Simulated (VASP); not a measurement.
BAs (zincblende), PBE relaxation of cell and atoms: Ansatz's output and VASP's

Start cell

```cif
data_structure
_symmetry_space_group_name_H-M 'P 1'
_symmetry_Int_Tables_number 1
_cell_length_a 3.2944
_cell_length_b 3.2944
_cell_length_c 3.2944
_cell_angle_alpha 60.000
_cell_angle_beta 60.000
_cell_angle_gamma 60.000
_cell_volume 25.28
loop_
_atom_site_label
_atom_site_type_symbol
_atom_site_fract_x
_atom_site_fract_y
_atom_site_fract_z
_atom_site_occupancy
B1 B 0.00000 0.00000 0.00000 1
As1 As 0.25000 0.25000 0.25000 1
```

Ansatz printed

```
basis re-selected at this cell: Δ(F+E_penalty+E_count) = -4.777e-5 eV, ΔP = -0.000 GPa vs the last step (what re-selecting the basis moved, of the pressure what is left beyond the Pulay correction that the steps carried, after the strain that the cell walked since its last selection, with what the two solves' SCF thresholds leave and, on support functions, any second-order correction that the steps lacked; it is no measure of the basis error at this ecutwfc). This SCF's stress stands 1.79e-3 GPa from its target on what of the cell is left free (relax.cell.stress_tol is 5.00e-2 GPa) and its largest allowed force component is 8.36e-17 eV/Å (relax.f_tol is 5.00e-3 eV/Å): within both
SCF converged after 4 iterations
Free energy (F): -5012.102819 eV
Harris-Foulkes:  -5012.102819 eV  (|F-HF|=0.00e0)
Internal energy: -5012.102819 eV  (E = F + TS)
E sigma→0 (E₀):  -5012.102819 eV
Fermi energy:    11.408301 eV
--- Per-component energies (eV) ---
  E_band       = -215.092044
  E_kinetic    = 151.214616
  E_local      = -1711.616057  (includes V_loc(G=0)·N_el)
  E_nonlocal   = -657.832497
  E_hartree    = 946.725064
  E_xc         = -111.108683
  E_vxc        = -117.237171  (∫ρ·V_xc dr)
  E_paw        = -1915.283098  (= ΣΔE_a)
  E_vpaw       = 226.929013  (= ΣTr[D̂ρ^β])
  E_aug_tail   = 0.000006  (compensation charges beyond the density's cutoff)
  E_ewald      = -1714.202168
  E_smearing   = -0.000000  (= −TS)
  E_closure    = -0.000000  (closes the sum)
  Σ components = -5012.102819   (vs F -5012.102819, Δ=0.00e0)
--- Forces (eV/Å), atoms counted from 1 ---
  atom   1  B      0.00000000    -0.00000000    -0.00000000
  atom   2  As    -0.00000000    -0.00000000    -0.00000000
  max |Σ_I F_I| component: 2.03e-16 eV/Å
--- Stress (GPa, compression-positive) ---
        0.001792       0.000000       0.000000
        0.000000       0.001792       0.000000
        0.000000       0.000000       0.001792
  P = ⅓ Tr σ = 0.0018 GPa (0.018 kbar)
--- Relaxed structure (5 steps of the walk, 5 accepted, 2 SCFs on fresh bases) ---
  F+E_penalty+E_count = -5012.10281853 eV   max|allowed force component| = 8.356e-17 eV/Å   (the final SCF, on the basis selected at the relaxed cell)
  cell:  # Å, volume = 27.8082 Å³
    - [8.59844030551131e-34, 2.4046251120903746, 2.4046251120903746]
    - [2.4046251120903746, 5.197279473553502e-33, 2.4046251120903746]
    - [2.4046251120903746, 2.4046251120903746, 4.732326775551779e-33]
  atoms:
    - { symbol: B, position: [-1.0945948950496698e-33, 1.1238759543979693e-33, 1.080815573003411e-33] }
    - { symbol: As, position: [0.24999999999999997, 0.24999999999999997, 0.24999999999999997] }
```

The two codes use different PAW datasets and cutoffs. VASP's cell holds 8 valence electrons and Ansatz's 18.

**Question.** What does VASP give for the same cell and level of theory?

**Answer.** relaxed cell vector lengths 3.406, 3.406, 3.406 Å; relaxed cell volume 27.94 Å³.

From OUTCAR

```
k-points           NKPTS =     29   k-points in BZ     NKDIM =     29   number of bands    NBANDS=     11

   NELECT =       8.0000    total number of electrons

   dimension x,y,z NGX =    28 NGY =   28 NGZ =   28
   dimension x,y,z NGXF=    56 NGYF=   56 NGZF=   56

  energy-cutoff  :      600.00
  volume of cell :       27.94
      direct lattice vectors                 reciprocal lattice vectors
     0.000000000  2.408489828  2.408489828    -0.207598967  0.207598967  0.207598967
     2.408489828  0.000000000  2.408489828     0.207598967 -0.207598967  0.207598967
     2.408489828  2.408489828  0.000000000     0.207598967  0.207598967 -0.207598967

 k-points in reciprocal lattice and weights: KPOINTS created by Atomic Simulation Env
   0.00000000  0.00000000  0.00000000       0.002
   0.12500000  0.00000000  0.00000000       0.016
   0.25000000  0.00000000  0.00000000       0.016
   0.37500000  0.00000000  0.00000000       0.016
   0.50000000  0.00000000  0.00000000       0.008
   0.12500000  0.12500000  0.00000000       0.012
   0.25000000  0.12500000  0.00000000       0.047
   0.37500000  0.12500000  0.00000000       0.047
   ...

 E-fermi :   6.2262

 k-point     1 :       0.0000    0.0000    0.0000
  band No.  band energies     occupation
      1      -9.3218      2.00000
      2       5.8536      2.00000
      3       5.8536      2.00000
      4       5.8536      2.00000
      5       9.0988      0.00000
      6       9.0988      0.00000
      7       9.0988      0.00000
      8      10.2250      0.00000
      9      15.3171      0.00000
     10      18.7026      0.00000
     11      18.7026      0.00000

 k-point     2 :       0.1250    0.0000    0.0000
  band No.  band energies     occupation
      1      -9.0717      2.00000
      2       3.9115      2.00000
      3       5.4275      2.00000
      4       5.4275      2.00000
      5       9.1471      0.00000
      6       9.6608      0.00000
      7       9.6608      0.00000
      8      11.5734      0.00000
      9      16.2406      0.00000
     10      17.4042      0.00000
     11      17.4042      0.00000

 k-point     3 :       0.2500    0.0000    0.0000
  band No.  band energies     occupation
      1      -8.3446      2.00000
      2       0.9929      2.00000
      3       4.7334      2.00000
      4       4.7334      2.00000
      5       8.7883      0.00000
      6      10.4500      0.00000
      7      10.4500      0.00000
      8      13.5741      0.00000
      9      17.0172      0.00000
     10      17.0172      0.00000
     11      17.0182      0.00000

 k-point     4 :       0.3750    0.0000    0.0000
  band No.  band energies     occupation
      1      -7.2709      2.00000
      2      -1.5274      2.00000
      3       4.2442      2.00000
      4       4.2442      2.00000
      5       8.5013      0.00000
      6      10.6446      0.00000
      7      10.6446      0.00000
      8      14.5976      0.00000
      9      17.4952      0.00000
     10      18.4205      0.00000
     11      18.4205      0.00000

 k-point     5 :       0.5000    0.0000    0.0000
  band No.  band energies     occupation
      1      -6.5404      2.00000
      2      -2.7542      2.00000
      3       4.0747      2.00000
      4       4.0747      2.00000
      5       8.4011      0.00000
      6      10.6045      0.00000
      7      10.6045      0.00000
      8      14.6677      0.00000
      9      18.3878      0.00000
     10      20.2406      0.00000
     11      20.2406      0.00000

 k-point     6 :       0.1250    0.1250    0.0000
  band No.  band energies     occupation
      1      -8.9878      2.00000
      2       4.3865      2.00000
      3       4.7257      2.00000
      4       4.7257      2.00000
      5       8.4172      0.00000
      6      10.5869      0.00000
      7      10.5869      0.00000
      8      11.2343      0.00000
      9      15.9146      0.00000
     10      16.5990      0.00000
     11      19.0703      0.00000

 k-point     7 :       0.2500    0.1250    0.0000
  band No.  band energies     occupation
      1      -8.4167      2.00000
      2       1.9342      2.00000
      3       4.0025      2.00000
      4       4.2383      2.00000
      5       8.6686      0.00000
      6      10.6092      0.00000
      7      11.6092      0.00000
      8      12.2562      0.00000
      9      15.8841      0.00000
     10      18.0108      0.00000
     11      18.7024      0.00000

 k-point     8 :       0.3750    0.1250    0.0000
  band No.  band energies     occupation
      1      -7.4363      2.00000
      2      -0.6588      2.00000
      3       3.4728      2.00000
      4       3.6031      2.00000
      5       8.9892      0.00000
      6      10.6795      0.00000
      7      11.8507      0.00000
      8      13.1427      0.00000
      9      17.0981      0.00000
     10      18.6043      0.00000
     11      19.5583      0.00000

 ...

  Total       -0.0087389     -0.0087389     -0.0087389      0.0000000      0.0000000     -0.0000000
  in kB       -0.5010761     -0.5010761     -0.5010761      0.0000000      0.0000000     -0.0000000
  external PRESSURE =      -0.5010761 kB  Pullay stress =       0.0000000 kB

 POSITION                                       TOTAL-FORCE (eV/Angst)
 -----------------------------------------------------------------------------------
      0.00000      0.00000      0.00000        -0.000000     -0.000000     -0.000000
      1.20424      1.20424      1.20424         0.000000      0.000000      0.000000
 -----------------------------------------------------------------------------------
    total drift:                               -0.000000     -0.000000     -0.000000

  FREE ENERGIE OF THE ION-ELECTRON SYSTEM (eV)
  ---------------------------------------------------
  free  energy   TOTEN  =       -11.4123425359 eV

  energy  without entropy=      -11.4123425358  energy(sigma->0) =      -11.41234254
```
